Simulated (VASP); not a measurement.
Set up this calculation in VASP 6.6.1, as the native input.

| Property | Result |
| --- | --- |
| Task | relaxation of cell and atoms |
| Functional | PBE |
| Potentials or basis | VASP PAW PBE potentials, release 64 (Sn_d, Se) |
| Cutoff | 600 eV |
| k mesh | 8 × 8 × 8 |
| Occupations | gaussian, width 0.03 eV |
| Spin | no spin polarisation |
| Target pressure | 50.1 GPa |
| Further INCAR settings | ALGO = Normal; EDIFF = 1e-07; IBRION = 2; EDIFFG = -0.005; NSW = 90; ISIF = 3 |
| Target pressure | 50.1 GPa |

The structure of SnSe lies in POSCAR:

```
SnSe                                    
1.0
    3.2138107285      0.0000000000      0.0000000000
    0.0000000000      3.2138107285      0.0000000000
    0.0000000000     -0.0000000000      3.2138107285
  Sn              Se            
     1     1
Direct
     0.5000000000000000    0.5000000000000000    0.5000000000000000
     0.0000000000000000    0.0000000000000000    0.0000000000000000
```

Measurements of this composition are mostly on another form, of space group No. 62.

The input as run:

INCAR

```
SYSTEM = SnSe
ALGO = Normal
EDIFF = 1E-7
EDIFFG = -0.005
ENCUT = 600
GGA = PE
IBRION = 2
ISIF = 3
ISMEAR = 0
LASPH = .TRUE.
LCHARG = .FALSE.
LREAL = .FALSE.
LWAVE = .FALSE.
NELM = 80
NSW = 90
PREC = Accurate
PSTRESS = 501.0
SIGMA = 0.03
```

KPOINTS

```
k-points
0
G
  8 8 8
  0 0 0
```

Potentials or basis: VASP PAW PBE potentials, release 64 (Sn_d, Se).

The run is started by

```sh
$ cat potpaw_PBE.64/Sn_d/POTCAR potpaw_PBE.64/Se/POTCAR > POTCAR
$ mpirun -np 1 vasp_std > vasp.out
```

It gave:

```json
{"Relaxed volume": "16.59 Å³/atom", "Relaxed cell": "a = 3.214 Å, b = 3.214 Å, c = 3.214 Å, α = 90.00°, β = 90.00°, γ = 90.00°", "Space group after relaxing (to 0.05 Å)": "Pm-3m (No. 221)", "Energy change on relaxing (the enthalpy is what falls)": "+1.1 meV/atom", "Ionic steps": "3", "Pressure after relaxing": "50.1 GPa", "Band gap on the k mesh": "none (metal or under the smearing width)"}
```

Caveat: the cell is relaxed towards a set pressure, so the enthalpy falls and the energy may rise.

Run time: 18 s on 1 thread of Intel(R) Xeon(R) 6975P-C (Granite Rapids), with other jobs on the host, peak memory 0.17 GiB.
